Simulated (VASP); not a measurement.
# Al (Fm-3m) in VASP: further runs, part 2 of 2

VASP 6.6.1. Earlier steps stand in the parts before.

### 3 Single point, PBE (a relaxed cell with its volume scaled by 1.03)

File INCAR:

```
PREC     = Accurate       # precision mode
ENCUT    = 520            # plane-wave cutoff, eV
EDIFF    = 1E-7           # SCF threshold, eV
ISMEAR   = 0              # smearing method
SIGMA    = 0.1            # smearing width, eV
LREAL    = False          # projectors in reciprocal space
LASPH    = True           # aspherical terms in the spheres
NELM     = 100            # most SCF steps
ALGO     = Normal         # electronic algorithm
ISIF     = 2              # what is computed and relaxed
LWAVE    = False          # write WAVECAR
LCHARG   = False          # write CHGCAR
GGA      = PE             # functional
NBANDS   = 8              # bands
```

File KPOINTS:

```
regular mesh
0
Gamma
  4 4 4
```

File POSCAR:

```
Al                                      
1.0
    0.0000000000      2.0467600924      2.0467600924
    2.0467600924      0.0000000000      2.0467600924
    2.0467600924      2.0467600924      0.0000000000
  Al            
     1
Direct
     0.0000000000000000    0.0000000000000000    0.0000000000000000
```

Potentials or basis: VASP PAW PBE potentials, release 64 (Al).

On the command line:

```sh
$ cat potpaw_PBE.64/Al/POTCAR > POTCAR
$ mpirun -np 1 vasp_std > vasp.out
```

OUTCAR:

```text
PREC = Accurate
   ENCUT = 520
   EDIFF = 1E-7
   ISMEAR = 0
   LREAL = False
   LASPH = True
   NELM = 100
   ISIF = 2
   GGA = PE

 ion  position               nearest neighbor table
   1  0.000  0.000  0.000-

  LATTYP: Found a face centered cubic cell.
 ALAT       =     4.0935201848

  Lattice vectors:

 A1 = (   0.0000000000,   2.0467600924,   2.0467600924)
 A2 = (   2.0467600924,   0.0000000000,   2.0467600924)
 A3 = (   2.0467600924,   2.0467600924,   0.0000000000)

Analysis of symmetry for initial positions (statically):
=====================================================================
 Subroutine PRICEL returns:
 Original cell was already a primitive cell.

 Routine SETGRP: Setting up the symmetry group for a
 face centered cubic supercell.

 Subroutine GETGRP returns: Found 48 space group operations
 (whereof 48 operations were pure point group operations)
 out of a pool of 48 trial point group operations.

The static configuration has the point symmetry O_h .

Analysis of symmetry for dynamics (positions and initial velocities):
=====================================================================
 Subroutine PRICEL returns:
 Original cell was already a primitive cell.

 Routine SETGRP: Setting up the symmetry group for a
 face centered cubic supercell.

 Subroutine GETGRP returns: Found 48 space group operations
 (whereof 48 operations were pure point group operations)
 out of a pool of 48 trial point group operations.

The dynamic configuration has the point symmetry O_h .

 Subroutine INISYM returns: Found 48 space group operations
 (whereof 48 operations are pure point group operations),
 and found     1 'primitive' translations

----------------------------------------------------------------------------------------

                                     Primitive cell

  volume of cell :      17.1487

  direct lattice vectors                    reciprocal lattice vectors
     0.000000000  2.046760092  2.046760092    -0.244288523  0.244288523  0.244288523
     2.046760092  0.000000000  2.046760092     0.244288523 -0.244288523  0.244288523
     2.046760092  2.046760092  0.000000000     0.244288523  0.244288523 -0.244288523

  length of vectors
     2.894555882  2.894555882  2.894555882     0.423120134  0.423120134  0.423120134

  position of ions in fractional coordinates (direct lattice)
     0.000000000  0.000000000  0.000000000

  ion indices of the primitive-cell ions
   primitive index   ion index
                 1           1

----------------------------------------------------------------------------------------

 KPOINTS: regular mesh

Automatic generation of k-mesh.
 Grid dimensions read from file:
 generate k-points for:    4    4    4

 Generating k-lattice:

  Cartesian coordinates                     Fractional coordinates (reciprocal lattice)
    -0.061072131  0.061072131  0.061072131     0.250000000  0.000000000  0.000000000
     0.061072131 -0.061072131  0.061072131     0.000000000  0.250000000  0.000000000
     0.061072131  0.061072131 -0.061072131     0.000000000  0.000000000  0.250000000

  Length of vectors
     0.105780033  0.105780033  0.105780033

  Shift w.r.t. Gamma in fractional coordinates (k-lattice)
     0.000000000  0.000000000  0.000000000

 Subroutine IBZKPT returns following result:
 ===========================================

 Found      8 irreducible k-points:

 Following reciprocal coordinates:
            Coordinates               Weight
  0.000000  0.000000  0.000000      1.000000
  0.250000  0.000000  0.000000      8.000000
  0.500000  0.000000  0.000000      4.000000
  0.250000  0.250000  0.000000      6.000000
  0.500000  0.250000  0.000000     24.000000
 -0.250000  0.250000  0.000000     12.000000
  0.500000  0.500000  0.000000      3.000000
 -0.250000  0.500000  0.250000      6.000000
   k-points           NKPTS =      8   k-points in BZ     NKDIM =      8   number of bands    NBANDS=      8
   number of dos      NEDOS =    301   number of ions     NIONS =      1
   total plane-waves  NPLWV =  13824
   dimension x,y,z NGX =    24 NGY =   24 NGZ =   24
   dimension x,y,z NGXF=    48 NGYF=   48 NGZF=   48
   ions per type =               1
   NGX,Y,Z   is equivalent  to a cutoff of  13.78, 13.78, 13.78 a.u.
   NGXF,Y,Z  is equivalent  to a cutoff of  27.57, 27.57, 27.57 a.u.
 SYSTEM =  unknown system
   PREC   = accura    normal or accurate (medium, high low for compatibility)
   ISTART =      0    job   : 0-new  1-cont  2-samecut
   ICHARG =      2    charge: 1-file 2-atom 10-const
   ISPIN  =      1    spin polarized calculation?
   LNONCOLLINEAR =      F non collinear calculations
   LSORBIT =      F    spin-orbit coupling
   LASPH  =      T    aspherical Exc in radial PAW
   ENCUT  =  520.0 eV  38.22 Ry    6.18 a.u.   5.38  5.38  5.38*2*pi/ulx,y,z
   NELM   =    100;   NELMIN=  2; NELMDL= -5     # of ELM steps
   EDIFF  = 0.1E-06   stopping-criterion for ELM
   LREAL  =      F    real-space projection
   EDIFFG = 0.1E-05   stopping-criterion for IOM
   NSW    =      0    number of steps for IOM
   IBRION =     -1    ionic relax: 0-MD 1-quasi-New 2-CG
   NFREE  =      0    steps in history (QN), initial steepest desc. (CG)
   ISIF   =      2    stress and relaxation
   ISYM   =      2    0-nonsym 1-usesym 2-fastsym
   POTIM  = 0.5000    time-step for ionic-motion
   TEBEG  =    0.0;   TEEND  =   0.0 temperature during run
   PSTRESS=    0.0 pullay stress
   NELECT =       3.0000    total number of electrons
   NUPDOWN=      -1.0000    fix difference up-down
   EMIN   =  10.00;   EMAX   =-10.00  energy-range for DOS
   EFERMI =   0.00;   METHOD = LEGACY
   ISMEAR =     0;   SIGMA  =   0.10  broadening in eV -4-tet -1-fermi 0-gaus
   EFERMI_NEDOS =   21; number of points for ismear=-14 and -15
   IALGO  =     38    algorithm
   IMIX   =      4    mixing-type and parameters
     AMIX     =   0.40;   BMIX     =  1.00
     AMIX_MAG =   1.60;   BMIX_MAG =  1.00
  volume/ion in A,a.u.               =      17.15       115.73
  Fermi-wavevector in a.u.,A,eV,Ry     =   0.915598  1.730230 11.406039  0.838320
  Thomas-Fermi vector in A             =   2.040358
   LORBIT       =      0    0 simple, 1 ext, 2 COOP (PROOUT), +10 PAW based schemes
   GGA     = PE    functional components
   LHFCALC =     F    Hartree Fock is set to
   AEXX    =    0.0000 exact exchange contribution
   IVDW    =     0    specifies the selected vdW correction
   LEPSILON=     F    determine dielectric tensor
   LRPA    =     F    only Hartree local field effects (RPA)
 non-spin polarized calculation
 Gauss-broadening in eV      SIGMA  =   0.10
  energy-cutoff  :      520.00
  volume of cell :       17.15
 maximum number of plane-waves:       477
 NGX is ok and might be reduce to    24
   NGX = 11   NGY = 11   NGZ = 11

 number of electron       3.0000000 magnetization

 Free energy of the ion-electron system (eV)
  ---------------------------------------------------
  ext. energy  EPLUGINS =         0.00000000
  ---------------------------------------------------
  free energy    TOTEN  =        -3.45676103 eV

  energy without entropy =       -3.44011366  energy(sigma->0) =       -3.44843734

 E-fermi :   6.9331     XC(G=0): -10.0549

 val. band max:        6.8703474955   @ k =   0.5000   0.2500   0.0000
 cond. band min:       7.8404683903   @ k =  -0.2500   0.5000   0.2500
 fundamental gap:      0.9701208949
 Fermi energy:         6.9331435203

 k-point     1 :       0.0000    0.0000    0.0000
  band No.  band energies     occupation
      1      -3.2636      2.00000
      2      20.0155      0.00000
      3      20.0155      0.00000
      4      20.0155      0.00000
      5      21.2190      0.00000
      6      21.2190      0.00000
      7      21.2190      0.00000
      8      23.8029      0.00000
[... 67 lines left out ...]
 k-point     8 :      -0.2500    0.5000    0.2500
  band No.  band energies     occupation
      1       6.8111      1.91567
      2       6.8111      1.91567
      3       7.8405      0.00000
      4       8.5034      0.00000
      5      23.0907      0.00000
      6      23.0907      0.00000
      7      23.4840      0.00000
      8      25.5435      0.00000

------------------------ aborting loop because EDIFF is reached ----------------------------------------

  FORCE on cell =-STRESS in cart. coord.  units (eV):
  Direction    XX          YY          ZZ          XY          YZ          ZX
  --------------------------------------------------------------------------------------
  -------------------------------------------------------------------------------------
  Total       -0.2434460     -0.2434460     -0.2434460      0.0000000      0.0000000      0.0000000
  in kB      -22.7448156    -22.7448156    -22.7448156      0.0000000      0.0000000      0.0000000
  external PRESSURE =     -22.7448156 kB  Pullay stress =       0.0000000 kB

 VOLUME and BASIS-vectors are now :
 -----------------------------------------------------------------------------
  energy-cutoff  :      520.00
  volume of cell :       17.15
      direct lattice vectors                 reciprocal lattice vectors
     0.000000000  2.046760092  2.046760092    -0.244288523  0.244288523  0.244288523
     2.046760092  0.000000000  2.046760092     0.244288523 -0.244288523  0.244288523
     2.046760092  2.046760092  0.000000000     0.244288523  0.244288523 -0.244288523

 POSITION                                       TOTAL-FORCE (eV/Angst)
 -----------------------------------------------------------------------------------
      0.00000      0.00000      0.00000         0.000000      0.000000      0.000000
 -----------------------------------------------------------------------------------
    total drift:                                0.000000      0.000000     -0.000000

  FREE ENERGIE OF THE ION-ELECTRON SYSTEM (eV)
  ---------------------------------------------------
  free  energy   TOTEN  =        -3.4567610274 eV

  energy  without entropy=       -3.4401136582  energy(sigma->0) =       -3.44843734
```

Run time: 1.5 s. Hardware: 1 thread of Intel Xeon 6975P-C (Granite Rapids), shared host; peak memory 0.12 GiB.

What came out:

- Free energy: -3.4568 eV
- Pressure: -2.3 GPa
- Band gap on the k mesh: none (metal or under the smearing width)

Caveat: the k mesh is coarse (spacing up to 0.66 Å⁻¹), so the values aren't converged.

### 4 Single point, PBE (a relaxed cell with its volume scaled by 0.94)

INCAR is that of step 3.

KPOINTS is that of step 3.

File POSCAR:

```
Al                                      
1.0
    0.0000000000      1.9853198438      1.9853198438
    1.9853198438      0.0000000000      1.9853198438
    1.9853198438      1.9853198438      0.0000000000
  Al            
     1
Direct
     0.0000000000000000    0.0000000000000000    0.0000000000000000
```

On the command line:

```sh
$ cat potpaw_PBE.64/Al/POTCAR > POTCAR
$ mpirun -np 1 vasp_std > vasp.out
```

It took 1.5 s on 1 thread of Intel Xeon 6975P-C (Granite Rapids), shared host; peak memory 0.12 GiB.

Results (log left out):

```yaml
Free_energy: -3.4430 eV
Pressure: 5.9 GPa
Band_gap_on_the_k_mesh: none (metal or under the smearing width)
```

Levels at points of the mesh, in eV from the Fermi level:
| k point | band 1 | band 2 | band 3 | band 4 | band 5 |
| --- | --- | --- | --- | --- | --- |
| (0.00, 0.00, 0.00) | -10.78 | 13.64 | 13.64 | 13.64 | 15.54 |
| (0.50, 0.00, 0.00) | -4.08 | -3.73 | 12.43 | 12.43 | 12.71 |
| (0.50, 0.50, 0.00) | -2.33 | -0.89 | 6.00 | 6.57 | 6.57 |

Caveat: the k mesh is coarse (spacing up to 0.69 Å⁻¹), so the values aren't converged.

### 5 The runs side by side

| cell | gap on the mesh (eV) | pressure (GPa) |
| --- | --- | --- |
| a relaxed cell with its volume scaled by 0.97 | none | 2.7 |
| a relaxed cell with its volume scaled by 1.03 | none | -2.3 |
| a relaxed cell with its volume scaled by 0.94 | none | 5.9 |

Alike in all rows: task single point; level PBE; potentials or basis VASP PAW PBE potentials, release 64 (Al); no spin polarisation; k mesh 4 × 4 × 4; cutoff (eV) 520; smearing gaussian 0.1 eV; the mesh is coarse, so values aren't converged.

Caveats: all runs use coarse meshes.

Absolute energies hang on the potentials; compare differences alone.
